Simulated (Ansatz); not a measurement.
The system is TiO2.

```
CELL_PARAMETERS angstrom
-4.35076 4.35076 1.88756
4.35076 -4.35076 1.88756
4.35076 4.35076 -1.88756
ATOMIC_POSITIONS crystal
Ti 0.29228 0.99714 0.28943
Ti 0.00286 0.29228 0.29514
Ti 0.99714 0.70772 0.70486
Ti 0.70772 0.00286 0.71057
O 0.49886 0.84922 0.34808
O 0.16166 0.15960 0.32126
O 0.15078 0.49886 0.64965
O 0.15960 0.83834 0.99794
O 0.84040 0.16166 0.00206
O 0.84922 0.50114 0.35035
O 0.83834 0.84040 0.67874
O 0.50114 0.15078 0.65192
```

Measurements of this composition are mostly on another form, of space group No. 141.

```yaml
Program: Ansatz 0.2.0
Task: relaxation of cell and atoms
Functional: RPBE
Potentials_or_basis: Ansatz PAW
Cutoff: "420 eV (not typed: the program's choice for these potentials)"
k_mesh: 8 × 8 × 8
Occupations: fermi-dirac, width 0.05 eV
Spin: no spin polarisation
```

At the start: volume 11.91 Å³/atom.

Problem. Where does the relaxation end?

Solution. It ends after 12 steps and the volume is 12.55 Å³/atom (+5.4 %); space group I4/m (No. 87, to 0.05 Å).

The path:
```
step  energy change (eV)  largest force (eV/Å)  volume (Å³)
   1              0.0000                0.1983       142.92
   2             -0.1252                0.0938       147.40
   3             -0.1337                0.0650       148.94
   4             -0.1414                0.0849       149.14
   5             -0.1449                0.2351       150.12
   6             -0.1514                0.0287       149.82
   7             -0.1532                0.0202       149.97
   8             -0.1534                0.0031       149.96
   9             -0.1890                0.0017       149.96
  10             -0.1878                0.0165       150.66
  11             -0.1882                0.0026       150.60
  12             -0.1904                0.0026       150.60
```

Final structure:
```yaml
crystal:
  lattice:
    - [-4.47896, 4.47896, 1.87677]
    - [4.47896, -4.47896, 1.87677]
    - [4.47896, 4.47896, -1.87677]
  atoms:
    - { symbol: Ti, position: [0.28708, 0.98660, 0.27368] }
    - { symbol: Ti, position: [0.01340, 0.28708, 0.30048] }
    - { symbol: Ti, position: [0.98660, 0.71292, 0.69952] }
    - { symbol: Ti, position: [0.71292, 0.01340, 0.72632] }
    - { symbol: O, position: [0.48686, 0.84617, 0.33303] }
    - { symbol: O, position: [0.15898, 0.15466, 0.31364] }
    - { symbol: O, position: [0.15383, 0.48686, 0.64069] }
    - { symbol: O, position: [0.15466, 0.84102, 0.99568] }
    - { symbol: O, position: [0.84534, 0.15898, 0.00432] }
    - { symbol: O, position: [0.84617, 0.51314, 0.35931] }
    - { symbol: O, position: [0.84102, 0.84534, 0.68636] }
    - { symbol: O, position: [0.51314, 0.15383, 0.66697] }
```

Caveat: the plane-wave basis is chosen anew once the cell has moved, so the energies of steps on either side of that aren't comparable; the pressure holds a Pulay correction of +0.5 GPa for the finite cutoff; the PAW data sets come from PBE, with cores solved anew for the run's functional, which leaves a small shift of forces and pressure.
